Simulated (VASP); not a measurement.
# VASP inputs for Ge (strained diamond)

INCAR

```
LREAL = .FALSE.
ENCUT = 520
SIGMA = 0.02
PREC = Accurate
LASPH = .TRUE.
LELF = .TRUE.
NSW = 0
NELM = 120
EDIFF = 1E-7
GGA = PE
ISIF = 2
LCHARG = .TRUE.
ISMEAR = -1
NBANDS = 21
IBRION = -1
LWAVE = .FALSE.
```

KPOINTS

```
KPOINTS created by Atomic Simulation Environment
0
Gamma
8 8 8
0 0 0
```

KPOINTS_OPT

```
special points
7
Reciprocal
0.0000000000 0.0000000000 0.0000000000 1
0.5000000000 0.0000000000 0.5000000000 1
0.6250000000 0.2500000000 0.6250000000 1
0.3750000000 0.3750000000 0.7500000000 1
0.5000000000 0.5000000000 0.5000000000 1
0.5000000000 0.2500000000 0.7500000000 1
0.0000000000 0.0000000000 0.5000000000 1
```

POSCAR

```
Ge
 1.0000000000000000
     0.0000000000000000    2.8368735120999999    2.9503484526000001
     2.8368735120999999    0.0000000000000000    2.9503484526000001
     2.8368735120999999    2.8368735120999999    0.0000000000000000
 Ge
   2
Cartesian
  0.0000000000000000  0.0000000000000000  0.0000000000000000
  1.4184367560500000  1.4184367560500000  1.4751742263000001
```

VASP ran with the recommended PBE PAW datasets (28 valence electrons in the cell).

Task: Estimate the main results of this run.

Result: gap between bands v and c -0.09 eV (bands overlap: a metal); least direct gap 0.00 eV; pressure 0.4 GPa.

Band v is the last that the valence electrons fill when counted band by band, and c is the next. Levels in eV from the top of v:

```csv
point,v−1,v,c,c+1
Γ,-0.31,0.00,0.00,2.37
X,-3.09,-3.09,0.61,0.61
K,-4.19,-2.41,1.30,4.21
L,-1.61,-1.26,-0.09,3.54
W,-3.78,-3.78,4.13,4.13
```
